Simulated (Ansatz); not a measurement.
Te:

```
CELL_PARAMETERS angstrom
2.30590 1.33131 1.69095
-2.30590 1.33131 1.69095
0.00000 -2.66263 1.69095
ATOMIC_POSITIONS crystal
Te 0.50000 0.50000 0.50000
```

This isn't the form of Te at room conditions, which is trigonal, of chains.

Base run:

```yaml
Program: Ansatz 0.2.0
Functional: PBE
Potentials_or_basis: Ansatz PAW
Cutoff: "420 eV (not typed: the program's choice for these potentials)"
k_mesh: 9 × 9 × 9
Occupations: fermi-dirac, width 0.05 eV
Spin: no spin polarisation
```

Its results: band gap on the k mesh none (metal or under the smearing width); pressure 2.6 GPa.

**Question.** The run is repeated on the same cell with these changes: functional from PBE to revPBE; spin from no spin polarisation to spin-orbit coupling, no magnetisation; potential files from those of the base run to others of the same set. What comes out?

**Answer.** Band gap on the k mesh none (metal or under the smearing width); pressure 3.9 GPa.

Several settings changed at once, so the effect can't be laid on one alone.

Caveats: the PAW data sets come from PBE, with cores solved anew for the run's functional, which leaves a small shift of forces and pressure (some runs).
